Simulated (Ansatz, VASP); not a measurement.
## One calculation of Sr, two programs

```
CELL_PARAMETERS angstrom
-2.43739 2.43739 2.43739
2.43739 -2.43739 2.43739
2.43739 2.43739 -2.43739
ATOMIC_POSITIONS crystal
Sr 0.00000 0.00000 0.00000
```

The cell was built by a generator and needn't be a form met in nature.

Alike in both runs: functional RPBE; k mesh 9 × 9 × 9; occupations fermi-dirac, width 0.1 eV; no spin polarisation.

Ansatz relaxed the structure, and its values are those at the end. VASP's run is a single point on that final structure, the one shown.

|  | VASP | Ansatz |
| --- | --- | --- |
| version | VASP 6.6.1 | Ansatz 0.2.0 |
| potentials or method | VASP PAW PBE potentials, release 64 (Sr_sv) | plane waves (420 eV) with PAW, scalar-relativistic |
| plane-wave cutoff (eV) | 520 | 420 |
| valence electrons in the cell | 10 | 10 |

```tsv
	VASP	Ansatz	Ansatz less VASP
pressure (GPa)	0.0	0.0	0.00
```

With one functional, cell and mesh, what is left measures potentials, basis and numerics.

Caveats: the PAW data sets were made with another functional, which shifts forces and pressure a little (VASP).
